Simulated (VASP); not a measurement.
## KI: relaxation of the atoms with PBE

The system is KI.

```
K I
1.0
     0.00000    3.57026    3.57026
     3.57026    0.00000    3.57026
     3.57026    3.57026    0.00000
K I
1 1
Direct
  0.00000 0.00000 0.00000
  0.50000 0.50000 0.50000
```

The cell isn't the ideal one: a relaxed cell with its volume scaled by 0.98.

* Program: VASP 6.6.1
* Task: relaxation of the atoms
* Functional: PBE
* Potentials or basis: VASP PAW PBE potentials, release 64 (K_sv, I)
* Cutoff: 600 eV
* k mesh: 8 × 8 × 8
* Occupations: gaussian, width 0.03 eV
* Spin: no spin polarisation
* Further INCAR settings: ALGO = Normal; EDIFF = 1e-07; IBRION = 2; EDIFFG = -0.01; NSW = 40

The pressure after relaxing is 0.2 GPa and the band gap on the k mesh is 3.89 eV, direct.

Final structure:
```xyz
2
Lattice="0.0000 3.5703 3.5703 3.5703 0.0000 3.5703 3.5703 3.5703 0.0000" Properties=species:S:1:pos:R:3 pbc="T T T"
K     0.0000    0.0000    0.0000
I     3.5703    3.5703    3.5703
```

Levels at points of the mesh, in eV from the valence-band top:
| k point | band 4 | band 5 | band 6 | band 7 | band 8 | band 9 | band 10 | band 11 | band 12 |
| --- | --- | --- | --- | --- | --- | --- | --- | --- | --- |
| (0.00, 0.00, 0.00) | -12.04 | -10.46 | 0.00 | 0.00 | 0.00 | 3.89 | 6.51 | 6.51 | 6.51 |
| (0.50, 0.00, 0.00) | -12.05 | -10.22 | -1.25 | -0.31 | -0.31 | 5.49 | 7.61 | 8.08 | 8.08 |
| (0.50, 0.50, 0.00) | -12.06 | -10.33 | -0.95 | -0.35 | -0.35 | 4.98 | 5.69 | 8.06 | 8.65 |

Wall time 42 s on 1 thread of Intel(R) Xeon(R) Platinum 8488C (Sapphire Rapids), on a shared host, peak memory 0.26 GiB.

Caveat: the relaxation stopped at its first step, so nothing moved; spin-orbit coupling is left out, which moves the levels of the heavy elements. A k mesh can miss the band edges.
